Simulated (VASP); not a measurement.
**Input and output of a VASP r²SCAN single-point calculation on AgBr (strained rocksalt)**

INCAR

```
LWAVE = .FALSE.
LCHARG = .FALSE.
NBANDS = 16
EDIFF = 1E-7
ENCUT = 520
PREC = Accurate
NELM = 120
ISIF = 2
ISMEAR = 0
LASPH = .TRUE.
METAGGA = R2SCAN
SIGMA = 0.01
ALGO = Normal
IBRION = -1
LREAL = .FALSE.
NSW = 0
```

KPOINTS

```
KPOINTS created by Atomic Simulation Environment
0
Gamma
8 8 8
0 0 0
```

KPOINTS_OPT

```
special points
7
Reciprocal
0.0000000000 0.0000000000 0.0000000000 1
0.5000000000 0.0000000000 0.5000000000 1
0.6250000000 0.2500000000 0.6250000000 1
0.3750000000 0.3750000000 0.7500000000 1
0.5000000000 0.5000000000 0.5000000000 1
0.5000000000 0.2500000000 0.7500000000 1
0.0000000000 0.0000000000 0.5000000000 1
```

POSCAR

```
Ag Br
 1.0000000000000000
     0.0000000000000000    2.9361243562000001    2.9361243562000001
     2.9361243562000001    0.0000000000000000    2.9361243562000001
     2.9361243562000001    2.9361243562000001    0.0000000000000000
 Ag  Br
   1   1
Cartesian
  0.0000000000000000  0.0000000000000000  0.0000000000000000
  2.9361243562000001  2.9361243562000001  2.9361243562000001
```

VASP ran with the recommended PBE PAW datasets (18 valence electrons in the cell).

Command

```
mpirun -np 1 vasp_std
```

From OUTCAR

```
k-points           NKPTS =     29   k-points in BZ     NKDIM =     29   number of bands    NBANDS=     16

   NELECT =      18.0000    total number of electrons

   dimension x,y,z NGX =    32 NGY =   32 NGZ =   32
   dimension x,y,z NGXF=    64 NGYF=   64 NGZF=   64

  energy-cutoff  :      520.00
  volume of cell :       50.62
      direct lattice vectors                 reciprocal lattice vectors
     0.000000000  2.936124356  2.936124356    -0.170292515  0.170292515  0.170292515
     2.936124356  0.000000000  2.936124356     0.170292515 -0.170292515  0.170292515
     2.936124356  2.936124356  0.000000000     0.170292515  0.170292515 -0.170292515

 k-points in reciprocal lattice and weights: KPOINTS created by Atomic Simulation Env
   0.00000000  0.00000000  0.00000000       0.002
   0.12500000  0.00000000  0.00000000       0.016
   0.25000000  0.00000000  0.00000000       0.016
   0.37500000  0.00000000  0.00000000       0.016
   0.50000000  0.00000000  0.00000000       0.008
   0.12500000  0.12500000  0.00000000       0.012
   0.25000000  0.12500000  0.00000000       0.047
   0.37500000  0.12500000  0.00000000       0.047
   ...

 E-fermi :   2.5613

 k-point     1 :       0.0000    0.0000    0.0000
  band No.  band energies     occupation
      1     -12.6665      2.00000
      2      -0.0014      2.00000
      3      -0.0014      2.00000
      4      -0.0014      2.00000
      5       0.0070      2.00000
      6       0.0070      2.00000
      7       0.7248      2.00000
      8       0.7248      2.00000
      9       0.7248      2.00000
     10       3.7550      0.00000
     11      12.9341      0.00000
     12      12.9341      0.00000
     13      12.9341      0.00000
     14      14.2072      0.00000
     15      14.8673      0.00000
     16      14.8673      0.00000

 k-point     2 :       0.1250    0.0000    0.0000
  band No.  band energies     occupation
      1     -12.6158      2.00000
      2      -0.3885      2.00000
      3      -0.3885      2.00000
      4      -0.3302      2.00000
      5       0.0349      2.00000
      6       0.0349      2.00000
      7       0.4611      2.00000
      8       1.1771      2.00000
      9       1.1771      2.00000
     10       4.5064      0.00000
     11      11.6256      0.00000
     12      12.6132      0.00000
     13      12.6132      0.00000
     14      13.9866      0.00000
     15      13.9866      0.00000
     16      14.3560      0.00000

 k-point     3 :       0.2500    0.0000    0.0000
  band No.  band energies     occupation
      1     -12.4889      2.00000
      2      -1.2446      2.00000
      3      -0.8802      2.00000
      4      -0.8802      2.00000
      5       0.1224      2.00000
      6       0.1224      2.00000
      7       0.4377      2.00000
      8       1.8177      2.00000
      9       1.8177      2.00000
     10       5.8241      0.00000
     11      10.1799      0.00000
     12      11.3739      0.00000
     13      11.3739      0.00000
     14      14.1142      0.00000
     15      14.4141      0.00000
     16      14.4141      0.00000

 k-point     4 :       0.3750    0.0000    0.0000
  band No.  band energies     occupation
      1     -12.3550      2.00000
      2      -1.9927      2.00000
      3      -1.2078      2.00000
      4      -1.2078      2.00000
      5       0.2125      2.00000
      6       0.2125      2.00000
      7       0.5238      2.00000
      8       2.3129      2.00000
      9       2.3129      2.00000
     10       6.7281      0.00000
     11       9.4220      0.00000
     12      10.3672      0.00000
     13      10.3672      0.00000
     14      14.4667      0.00000
     15      15.4921      0.00000
     16      15.4921      0.00000

 k-point     5 :       0.5000    0.0000    0.0000
  band No.  band energies     occupation
      1     -12.2972      2.00000
      2      -2.2686      2.00000
      3      -1.3214      2.00000
      4      -1.3214      2.00000
      5       0.2506      2.00000
      6       0.2506      2.00000
      7       0.5699      2.00000
      8       2.5030      2.00000
      9       2.5030      2.00000
     10       6.9212      0.00000
     11       9.3230      0.00000
     12       9.9963      0.00000
     13       9.9963      0.00000
     14      15.1156      0.00000
     15      16.3108      0.00000
     16      16.3108      0.00000

 k-point     6 :       0.1250    0.1250    0.0000
  band No.  band energies     occupation
      1     -12.6005      2.00000
      2      -0.8177      2.00000
      3      -0.1272      2.00000
      4      -0.1272      2.00000
      5      -0.0340      2.00000
      6       0.0262      2.00000
      7       0.8107      2.00000
      8       0.8107      2.00000
      9       1.0330      2.00000
     10       4.7923      0.00000
     11      11.8530      0.00000
     12      11.8904      0.00000
     13      12.5442      0.00000
     14      12.5442      0.00000
     15      15.8564      0.00000
     16      15.9687      0.00000

 k-point     7 :       0.2500    0.1250    0.0000
  band No.  band energies     occupation
      1     -12.5030      2.00000
      2      -1.3171      2.00000
      3      -0.5543      2.00000
      4      -0.5289      2.00000
      5       0.0220      2.00000
      6       0.1317      2.00000
      7       0.5378      2.00000
      8       1.1722      2.00000
      9       1.6215      2.00000
     10       5.8645      0.00000
     11      10.2188      0.00000
     12      11.0273      0.00000
     13      12.0623      0.00000
     14      13.0547      0.00000
     15      15.5601      0.00000
     16      15.6297      0.00000

 k-point     8 :       0.3750    0.1250    0.0000
  band No.  band energies     occupation
      1     -12.3752      2.00000
      2      -1.7852      2.00000
      3      -1.1026      2.00000
      4      -0.9707      2.00000
      5       0.1214      2.00000
      6       0.2281      2.00000
      7       0.5142      2.00000
      8       1.7287      2.00000
      9       2.0700      2.00000
     10       6.8427      0.00000
     11       8.9680      0.00000
     12      10.6479      0.00000
     13      11.1774      0.00000
     14      13.8741      0.00000
     15      15.7060      0.00000
     16      16.1819      0.00000

 k-point     9 :       0.5000    0.1250    0.0000
  band No.  band energies     occupation
      1     -12.2929      2.00000
      2      -2.0997      2.00000
      3      -1.2993      2.00000
      4      -1.2365      2.00000
      5       0.2129      2.00000
      6       0.2607      2.00000
      7       0.5474      2.00000
      8       2.1152      2.00000
      9       2.2174      2.00000
     10       7.3856      0.00000
     11       8.3333      0.00000
     12      10.4848      0.00000
     13      10.7268      0.00000
     14      14.8069      0.00000
     15      16.4544      0.00000
     16      16.5843      0.00000

 k-point    10 :      -0.3750    0.1250    0.0000
  band No.  band energies     occupation
      1     -12.3102      2.00000
      2      -2.0494      2.00000
      3      -1.2904      2.00000
      4      -1.1676      2.00000
      5       0.2180      2.00000
      6       0.2389      2.00000
      7       0.5467      2.00000
      8       1.8051      2.00000
      9       2.4602      2.00000
     10       7.4194      0.00000
     11       8.4817      0.00000
     12      10.3277      0.00000
     13      10.6603      0.00000
     14      15.1866      0.00000
     15      15.3671      0.00000
     16      16.6815      0.00000

 k-point    11 :      -0.2500    0.1250    0.0000
  band No.  band energies     occupation
      1     -12.4153      2.00000
      2      -1.6292      2.00000
      3      -1.1374      2.00000
      4      -0.7695      2.00000
      5       0.1316      2.00000
      6       0.1934      2.00000
      7       0.5381      2.00000
      8       1.3082      2.00000
      9       2.3180      2.00000
     10       6.6579      0.00000
     11       9.4799      0.00000
     12      10.6695      0.00000
     13      10.8530      0.00000
     14      13.9580      0.00000
     15      15.3432      0.00000
     16      16.0569      0.00000

 k-point    12 :      -0.1250    0.1250    0.0000
  band No.  band energies     occupation
      1     -12.5412      2.00000
      2      -0.9903      2.00000
      3      -0.8110      2.00000
      4      -0.3423      2.00000
      5       0.0558      2.00000
      6       0.1146      2.00000
      7       0.6434      2.00000
      8       0.8608      2.00000
      9       1.8241      2.00000
     10       5.4283      0.00000
     11      11.0589      0.00000
     12      11.0720      0.00000
     13      11.9710      0.00000
     14      13.2534      0.00000
     15      14.9590      0.00000
     16      15.3591      0.00000

 ...

  Total       -0.5833431     -0.5833431     -0.5833431      0.0000000      0.0000000      0.0000000
  in kB      -18.4621093    -18.4621093    -18.4621093      0.0000000      0.0000000      0.0000000
  external PRESSURE =     -18.4621093 kB  Pullay stress =       0.0000000 kB

 POSITION                                       TOTAL-FORCE (eV/Angst)
 -----------------------------------------------------------------------------------
      0.00000      0.00000      0.00000         0.000000      0.000000      0.000000
      2.93612      2.93612      2.93612        -0.000000     -0.000000     -0.000000
 -----------------------------------------------------------------------------------
    total drift:                                0.000000     -0.000000     -0.000000

  FREE ENERGIE OF THE ION-ELECTRON SYSTEM (eV)
  ---------------------------------------------------
  free  energy   TOTEN  =       -35.5010708736 eV

  energy  without entropy=      -35.5010708736  energy(sigma->0) =      -35.50107087
```

```json
{"gap between bands v and c": "1.25 eV", "least direct gap": "3.03 eV", "pressure": "-1.8 GPa"}
```

Band v is the last that the valence electrons fill when counted band by band, and c is the next.

The run took about 34 s on one core of a shared host (Intel Xeon 6975P-C) and held 0.19 GiB at most.
